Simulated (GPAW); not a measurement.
# GaP (F-43m) in GPAW: settings compared

Aim: see how the results for GaP move with the level of theory and the settings. Levels: BLYP+D4, PBE, PBEsol. Tasks: relaxation of cell and atoms, single point.

Program: GPAW 26.7.0. These are calculated values, not measurements. Logs are shortened: lines on timing, memory, paths and dates and some standing lists are left out, and cuts for length are marked. The log counts tension as positive stress, the text compression.

**Experimental background.**

From “Stacking defects in GaP nanowires: Electronic structure and optical properties”, 2018, arxiv:1810.01194, for a bulk crystal of GaP at 10 K: band gap 2.34 eV (indirect).

The results are compared with them further down.

### 1 Starting point

The structure is cubic, space group F-43m (No. 216). Conventional cell: a = 5.451 Å, b = 5.451 Å, c = 5.451 Å, α = 90.00°, β = 90.00°, γ = 90.00°. Ga (site symmetry -43m) is surrounded by 4 P at 2.36 Å. Around P (site symmetry -43m) lie 4 Ga at 2.36 Å.

### 2 Relaxation of cell and atoms, BLYP+D4

The input, run.py:

```python
from ase.calculators.mixing import SumCalculator
from ase.filters import FrechetCellFilter
from ase.io import read, write
from ase.optimize import LBFGS
from dftd4.ase import DFTD4
from gpaw import GPAW, PW, setup_paths

setup_paths.insert(0, '.')

atoms = read('POSCAR')

calc = GPAW(mode=PW(600),
            xc='BLYP',
            kpts={'size': (8, 8, 8), 'gamma': True},
            occupations={'name': 'fermi-dirac', 'width': 0.05},
            nbands=11,
            convergence={'density': 1e-05, 'forces': 0.0001},
            eigensolver='davidson',
            maxiter=150,
            txt='gpaw.txt')
atoms.calc = SumCalculator([calc, DFTD4(method='blyp')])
opt = LBFGS(FrechetCellFilter(atoms), trajectory='relax.traj', logfile='-')
done = opt.run(fmax=0.02, steps=40)
calc.write('gs.gpw')
write('result.traj', atoms)
print('Converged:', done)
print('Cell:', atoms.cell.cellpar().round(4))
print('Volume:', round(atoms.get_volume(), 4))
print(atoms.get_scaled_positions().round(5))
```

The input, POSCAR:

```
GaP
1.0
    0.0000000000      2.7252500000      2.7252500000
    2.7252500000      0.0000000000      2.7252500000
    2.7252500000      2.7252500000      0.0000000000
Ga P
1 1
Direct
    0.0000000000      0.0000000000      0.0000000000
    0.7500000000      0.7500000000      0.7500000000
```

Potentials or basis: PAW data sets generated in the run's folder for this functional, pw.

Command:

```console
> gpaw-setup -f BLYP Ga P
> OMP_NUM_THREADS=1 python run.py
```

gpaw.txt:

```text
__  _  _
 | _ |_)|_||  |
 |__||  | ||/\| - 26.7.0

Input parameters:
  mode=PW(ecut=600.0),
  convergence={'density': 1e-05, 'forces': 0.0001},
  eigensolver=Davidson(niter=2),
  kpts=MonkhorstPack(size=(8, 8, 8), gamma=True),
  maxiter=150,
  nbands=11,
  occupations=Occupations(name='fermi-dirac', width=0.05),
  xc=XC(name='BLYP')

Diagonalizing LCAO Hamiltonian
Converting LCAO to pw mode

                    P

       Ga

Atoms  # Å, Bohr magnetons
|   | symbol |        x |        y |        z |    initial magnetic moments |
|---|--------|----------|----------|----------|-----------------------------|
| 0 |     Ga | 0.000000 | 0.000000 | 0.000000 | ( 0.0000,  0.0000,  0.0000) |
| 1 |      P | 4.087875 | 4.087875 | 4.087875 | ( 0.0000,  0.0000,  0.0000) |

Unit cell  # Å
| periodic |        x |        y |        z |  lengths |    angles |
|----------|----------|----------|----------|----------|-----------|
|      yes | 0.000000 | 2.725250 | 2.725250 | 3.854086 | 60.000000 |
|      yes | 2.725250 | 0.000000 | 2.725250 | 3.854086 | 60.000000 |
|      yes | 2.725250 | 2.725250 | 0.000000 | 3.854086 | 60.000000 |

Number of symmetries: 24
Symmetry operations  # r_c * U_cc + t_c -> r_c
|    | kind |            matrix            |
|----|------|------------------------------|
|  0 |  E   |  1, 0, 0,  0, 1, 0,  0, 0, 1 |
|  1 |  σ   |  1, 0, 0,  0, 0, 1,  0, 1, 0 |
|  2 |  σ   |  1, 0,-1,  0, 1,-1,  0, 0,-1 |
|  3 |  C3  |  1, 0,-1,  0, 0,-1,  0, 1,-1 |
|  4 |  C3  |  1,-1, 0,  0,-1, 1,  0,-1, 0 |
|  5 |  σ   |  1,-1, 0,  0,-1, 0,  0,-1, 1 |
|  6 |  σ   |  0, 1, 0,  1, 0, 0,  0, 0, 1 |
|  7 |  C3  |  0, 1, 0,  0, 0, 1,  1, 0, 0 |
|  8 |  C2  |  0, 1,-1,  1, 0,-1,  0, 0,-1 |
|  9 |  S4  |  0, 1,-1,  0, 0,-1,  1, 0,-1 |
| 10 |  C3  |  0, 0, 1,  1, 0, 0,  0, 1, 0 |
| 11 |  σ   |  0, 0, 1,  0, 1, 0,  1, 0, 0 |
| 12 |  S4  |  0, 0,-1,  1, 0,-1,  0, 1,-1 |
| 13 |  C3  |  0, 0,-1,  0, 1,-1,  1, 0,-1 |
| 14 |  S4  |  0,-1, 1,  1,-1, 0,  0,-1, 0 |
| 15 |  C2  |  0,-1, 1,  0,-1, 0,  1,-1, 0 |
| 16 |  C3  |  0,-1, 0,  1,-1, 0,  0,-1, 1 |
[... 140 lines left out ...]
SCF iterations
|iter     | |      energy | eigst |  dens |force |
|---------|-|-------------|-------|-------|------|
|iter:   1| |   -7.847437 | -0.22 |       |      |
|iter:   2| |   -7.808537 | -2.00 | -0.81 |      |
|iter:   3| |   -7.626994 | -1.68 | -0.84 |      |
|iter:   4| |   -7.623198 | -3.30 | -1.55 |      |
|iter:   5| |   -7.623626c| -4.23 | -1.89 |      |
|iter:   6| |   -7.623658c| -5.01 | -2.65 |      |
|iter:   7| |   -7.623660c| -6.26 | -3.44 |      |
|iter:   8| |   -7.623660c| -7.11 | -3.99 |      |
|iter:   9| |   -7.623660c| -8.19c| -5.07c|      |
|iter:  10| |   -7.623660c| -9.03c| -5.77c|-16.18c|
[... 34 lines left out ...]
Gap: 1.721 eV
Transition (v -> c):
  (s=0, k=0, n=3, [0.00, 0.00, 0.00]) -> (s=0, k=28, n=4, [0.50, 0.50, 0.50])
Direct/indirect transitions are different
Direct gap: 1.787 eV
Transition at: (s=0, k=0, n=3, [0.00, 0.00, 0.00])

Stress tensor  # eV/Ang^3
|         x |         y |         z |
|-----------|-----------|-----------|
| -0.050255 |  0.000000 |  0.000000 |
|  0.000000 | -0.050255 | -0.000000 |
|  0.000000 | -0.000000 | -0.050255 |

Forces  # eV/Ang
|       x |        y |       z |
|---------|----------|---------|
| 0.00000 |  0.00000 | 0.00000 |  # Ga   0
| 0.00000 | -0.00000 | 0.00000 |  # P    1

Diagonalizing LCAO Hamiltonian
Converting LCAO to pw mode

                    P

       Ga

Atoms  # Å, Bohr magnetons
|   | symbol |         x |         y |         z |    initial magnetic moments |
|---|--------|-----------|-----------|-----------|-----------------------------|
| 0 |     Ga | -0.000000 | -0.000000 | -0.000000 | ( 0.0000,  0.0000,  0.0000) |
| 1 |      P |  4.092852 |  4.092852 |  4.092852 | ( 0.0000,  0.0000,  0.0000) |

Unit cell  # Å
| periodic |        x |        y |        z |  lengths |    angles |
|----------|----------|----------|----------|----------|-----------|
|      yes | 0.000000 | 2.728568 | 2.728568 | 3.858778 | 59.999999 |
|      yes | 2.728568 | 0.000000 | 2.728568 | 3.858778 | 59.999999 |
|      yes | 2.728568 | 2.728568 | 0.000000 | 3.858778 | 59.999999 |

Number of symmetries: 6
Symmetry operations  # r_c * U_cc + t_c -> r_c
|   | kind |            matrix            |
|---|------|------------------------------|
| 0 |  E   |  1, 0, 0,  0, 1, 0,  0, 0, 1 |
| 1 |  σ   |  1, 0, 0,  0, 0, 1,  0, 1, 0 |
| 2 |  σ   |  0, 1, 0,  1, 0, 0,  0, 0, 1 |
| 3 |  C3  |  0, 1, 0,  0, 0, 1,  1, 0, 0 |
| 4 |  C3  |  0, 0, 1,  1, 0, 0,  0, 1, 0 |
| 5 |  σ   |  0, 0, 1,  0, 1, 0,  1, 0, 0 |
[... 133 lines left out ...]
SCF iterations
|iter     | |      energy | eigst |  dens |force |
|---------|-|-------------|-------|-------|------|
|iter:   1| |   -7.853692 | -0.22 |       |      |
|iter:   2| |   -7.814831 | -2.00 | -0.81 |      |
|iter:   3| |   -7.634368 | -1.68 | -0.84 |      |
|iter:   4| |   -7.630488 | -3.30 | -1.55 |      |
|iter:   5| |   -7.630909c| -4.24 | -1.89 |      |
|iter:   6| |   -7.630941c| -5.02 | -2.66 |      |
|iter:   7| |   -7.630943c| -6.27 | -3.43 |      |
|iter:   8| |   -7.630944c| -7.13 | -3.99 |      |
|iter:   9| |   -7.630944c| -8.20c| -5.07c|      |
|iter:  10| |   -7.630944c| -9.04c| -5.76c|-5.81c|
[... 34 lines left out ...]
Gap: 1.709 eV
Transition (v -> c):
  (s=0, k=0, n=3, [0.00, 0.00, 0.00]) -> (s=0, k=44, n=4, [0.50, 0.00, 0.00])
Direct/indirect transitions are different
Direct gap: 1.755 eV
Transition at: (s=0, k=0, n=3, [0.00, 0.00, 0.00])

Stress tensor  # eV/Ang^3
|         x |         y |         z |
|-----------|-----------|-----------|
| -0.047920 |  0.000000 |  0.000000 |
|  0.000000 | -0.047920 |  0.000000 |
|  0.000000 |  0.000000 | -0.047920 |

Forces  # eV/Ang
|       x |       y |       z |
|---------|---------|---------|
| 0.00000 | 0.00000 | 0.00000 |  # Ga   0
| 0.00000 | 0.00000 | 0.00000 |  # P    1

Interpolating wave functions to new cell

                    P

       Ga

Atoms  # Å, Bohr magnetons
|   | symbol |        x |        y |        z |    initial magnetic moments |
|---|--------|----------|----------|----------|-----------------------------|
| 0 |     Ga | 0.000000 | 0.000000 | 0.000000 | ( 0.0000,  0.0000,  0.0000) |
| 1 |      P | 4.108483 | 4.108483 | 4.108483 | ( 0.0000,  0.0000,  0.0000) |

Unit cell  # Å
| periodic |        x |        y |        z |  lengths |    angles |
|----------|----------|----------|----------|----------|-----------|
|      yes | 0.000000 | 2.738989 | 2.738989 | 3.873515 | 59.999997 |
|      yes | 2.738989 | 0.000000 | 2.738989 | 3.873515 | 59.999997 |
|      yes | 2.738989 | 2.738989 | 0.000000 | 3.873515 | 59.999997 |

Number of symmetries: 6
Symmetry operations  # r_c * U_cc + t_c -> r_c
|   | kind |            matrix            |
|---|------|------------------------------|
| 0 |  E   |  1, 0, 0,  0, 1, 0,  0, 0, 1 |
| 1 |  σ   |  1, 0, 0,  0, 0, 1,  0, 1, 0 |
| 2 |  σ   |  0, 1, 0,  1, 0, 0,  0, 0, 1 |
| 3 |  C3  |  0, 1, 0,  0, 0, 1,  1, 0, 0 |
| 4 |  C3  |  0, 0, 1,  1, 0, 0,  0, 1, 0 |
| 5 |  σ   |  0, 0, 1,  0, 1, 0,  1, 0, 0 |
[... 133 lines left out ...]
SCF iterations
|iter     | |      energy | eigst |  dens |force |
|---------|-|-------------|-------|-------|------|
|iter:   1| |   -7.653777 |       |       |      |
|iter:   2| |   -7.653509 | -4.89 | -2.04 |      |
|iter:   3| |   -7.651810c| -3.96 | -2.07 |      |
|iter:   4| |   -7.651731c| -5.03 | -2.85 |      |
|iter:   5| |   -7.651722c| -5.69 | -3.19 |      |
|iter:   6| |   -7.651722c| -6.39 | -3.63 |      |
|iter:   7| |   -7.651722c| -7.63c| -4.71 |      |
|iter:   8| |   -7.651722c| -8.58c| -5.23c|      |
|iter:   9| |   -7.651722c| -9.81c| -5.91c|-6.61c|

Converged in 9 steps
Energy contributions relative to reference atoms: (reference = -62202.908923)
[... 31 lines left out ...]
Gap: 1.655 eV
Transition (v -> c):
  (s=0, k=0, n=3, [0.00, 0.00, 0.00]) -> (s=0, k=0, n=4, [0.00, 0.00, 0.00])
No difference between direct/indirect transitions

Stress tensor  # eV/Ang^3
|         x |         y |         z |
|-----------|-----------|-----------|
| -0.040838 |  0.000000 |  0.000000 |
|  0.000000 | -0.040838 |  0.000000 |
|  0.000000 |  0.000000 | -0.040838 |

Forces  # eV/Ang
|        x |        y |        z |
|----------|----------|----------|
| -0.00000 | -0.00000 | -0.00000 |  # Ga   0
|  0.00000 |  0.00000 |  0.00000 |  # P    1

# Writing to gs.gpw (mode='')
```

Run time: 53 s. Hardware: 1 thread of Arm Neoverse V1, shared host; peak memory 0.2 GiB.

Results:

```yaml
Free_energy: -9.1971 eV
Relaxed_volume: 20.55 Å³/atom
Relaxed_cell: a = 3.874 Å, b = 3.874 Å, c = 3.874 Å, α = 60.00°, β = 60.00°, γ = 60.00°
Space_group_after_relaxing_to_0.05_Å: F-43m (No. 216)
Energy_gained_by_relaxing: 1.3 meV/atom
Ionic_steps: 3
Pressure_after_relaxing: 0.0 GPa
Band_gap_on_the_k_mesh: 1.66 eV, direct
Dispersion_energy_per_atom: -0.773 eV
```

The path:
```csv
step,energy change (eV),largest force (eV/Å),pressure (GPa),volume (Å³)
1,0.0000,0.0000,1.35,40.48
2,-0.0011,0.0000,1.02,40.63
3,-0.0027,0.0000,0.02,41.10
```

Final structure:
```
CELL_PARAMETERS angstrom
0.00000 2.73899 2.73899
2.73899 0.00000 2.73899
2.73899 2.73899 0.00000
ATOMIC_POSITIONS crystal
Ga 0.00000 0.00000 0.00000
P 0.75000 0.75000 0.75000
```

Caveat: the data sets keep Ga 3d, Li 1s and Be 1s frozen, and some such compounds lay over 1.5 % in volume off other programs; later steps reuse the first step's grids.

### 3 Single point, PBE

The input, run.py:

```python
from ase.dft.bandgap import bandgap
from ase.io import read, write
from ase.units import GPa
from gpaw import GPAW, PW

atoms = read('POSCAR')

calc = GPAW(mode=PW(600),
            xc='PBE',
            kpts={'size': (8, 8, 8), 'gamma': True},
            occupations={'name': 'methfessel-paxton', 'order': 0, 'width': 0.028999999999999998},
            nbands=11,
            convergence={'density': 1e-05, 'energy': 1e-05},
            maxiter=150,
            txt='gpaw.txt')
atoms.calc = calc
energy = atoms.get_potential_energy()
forces = atoms.get_forces()
stress = atoms.get_stress()
calc.write('gs.gpw')
write('result.traj', atoms)
print(f'Energy: {energy:.6f} eV')
print('Forces (eV/A):')
print(forces.round(4))
print('Stress (GPa):', (stress / GPa).round(3))
print('Fermi level:', round(calc.get_fermi_level(), 4), 'eV')
print(f'Gap: {bandgap(calc)[0]:.4f} eV, direct: {bandgap(calc, direct=True)[0]:.4f} eV')
```

POSCAR is that of step 2.

Potentials or basis: GPAW PAW data sets (gpaw-data 1.2.1), pw.

Command:

```console
> OMP_NUM_THREADS=1 python run.py
```

It took 10 s on 1 thread of Arm Neoverse V1, shared host; peak memory 0.15 GiB.

It converged, with:

| Property | Result |
| --- | --- |
| Free energy | -9.0376 eV |
| Pressure | 4.5 GPa |
| Band gap on the k mesh | 1.67 eV, indirect (least direct gap 1.89 eV) |

Levels at points of the mesh, in eV from the valence-band top:
```tsv
k point	band 2	band 3	band 4	band 5	band 6	band 7
(0.00, 0.00, 0.00)	0.00	0.00	0.00	1.89	3.93	3.93
(0.50, 0.50, 0.00)	-6.72	-2.66	-2.66	1.67	1.85	10.64
(0.50, 0.50, 0.50)	-6.60	-1.11	-1.11	1.73	4.75	4.75
```

Caveat: the data sets keep Ga 3d, Li 1s and Be 1s frozen, and some such compounds lay over 1.5 % in volume off other programs.

### 4 Single point, PBE

Changes to run.py since step 3:

```diff
@@ -10,3 +10,3 @@
             kpts={'size': (8, 8, 8), 'gamma': True},
-            occupations={'name': 'methfessel-paxton', 'order': 0, 'width': 0.028999999999999998},
+            occupations={'name': 'methfessel-paxton', 'order': 0, 'width': 0.03},
             nbands=11,
```

POSCAR is that of step 3.

Command:

```console
> OMP_NUM_THREADS=1 python run.py
```

Wall time 10 s (1 thread of Arm Neoverse V1, shared host); peak memory 0.15 GiB.

Results (log left out):

* Free energy: -9.0376 eV
* Pressure: 4.5 GPa
* Band gap on the k mesh: 1.67 eV, indirect (least direct gap 1.89 eV)

Levels at points of the mesh, in eV from the valence-band top:
```csv
k point,band 1,band 2,band 3,band 4,band 5,band 6,band 7
"(0.00, 0.00, 0.00)",-12.46,0.00,0.00,0.00,1.89,3.93,3.93
"(0.50, 0.50, 0.00)",-9.66,-6.72,-2.66,-2.66,1.67,1.85,10.64
"(0.50, 0.50, 0.50)",-10.54,-6.60,-1.11,-1.11,1.73,4.75,4.75
```

Caveat: the data sets keep Ga 3d, Li 1s and Be 1s frozen, and some such compounds lay over 1.5 % in volume off other programs.

### 5 Single point, PBEsol

The input, run.py:

```python
from ase import Atoms
from ase.dft.bandgap import bandgap
from ase.io import write
from ase.units import Bohr, GPa
from gpaw import GPAW, PW, setup_paths
from gpaw.elf import elf_from_dft_calculation

setup_paths.insert(0, '.')

atoms = Atoms(['Ga', 'P'],
              cell=[[0.0, 2.72525, 2.72525],
                    [2.72525, 0.0, 2.72525],
                    [2.72525, 2.72525, 0.0]],
              scaled_positions=[[0.0, 0.0, 0.0],
                                [0.75, 0.75, 0.75]],
              pbc=True)

calc = GPAW(mode=PW(600),
            xc='PBEsol',
            kpts={'size': (8, 8, 8), 'gamma': True},
            occupations={'name': 'methfessel-paxton', 'order': 0, 'width': 0.05},
            nbands=11,
            convergence={'density': 1e-05, 'energy': 1e-05},
            maxiter=150,
            txt='gpaw.txt')
atoms.calc = calc
energy = atoms.get_potential_energy()
forces = atoms.get_forces()
stress = atoms.get_stress()
calc.write('gs.gpw')
write('result.traj', atoms)
print(f'Energy: {energy:.6f} eV')
print('Forces (eV/A):')
print(forces.round(4))
print('Stress (GPa):', (stress / GPa).round(3))
print('Fermi level:', round(calc.get_fermi_level(), 4), 'eV')
print(f'Gap: {bandgap(calc)[0]:.4f} eV, direct: {bandgap(calc, direct=True)[0]:.4f} eV')

# fields on the real-space grid
write('density.cube', atoms, data=calc.get_pseudo_density() * Bohr**3)
write('potential.cube', atoms, data=calc.get_electrostatic_potential())
write('elf.cube', atoms, data=elf_from_dft_calculation(calc).data)
```

Potentials or basis: PAW data sets generated in the run's folder for this functional, pw.

Command:

```console
> gpaw-setup -f PBEsol Ga P
> OMP_NUM_THREADS=1 python run.py
```

It took 13 s on 1 thread of Arm Neoverse V1, shared host; peak memory 0.15 GiB.

The run converged. Its results:

```yaml
Free_energy: -9.8244 eV
Pressure: 1.5 GPa
Band_gap_on_the_k_mesh: 1.53 eV, indirect (least direct gap 1.81 eV)
```

Levels at points of the mesh, in eV from the valence-band top:
```tsv
k point	band 1	band 2	band 3	band 4	band 5	band 6	band 7
(0.00, 0.00, 0.00)	-12.49	0.00	0.00	0.00	1.81	3.87	3.87
(0.50, 0.50, 0.00)	-9.65	-6.77	-2.69	-2.69	1.53	1.75	10.58
(0.50, 0.50, 0.50)	-10.55	-6.66	-1.12	-1.12	1.64	4.68	4.68
```

Caveat: the data sets keep Ga 3d, Li 1s and Be 1s frozen, and some such compounds lay over 1.5 % in volume off other programs.

[end of part 1 of 2]
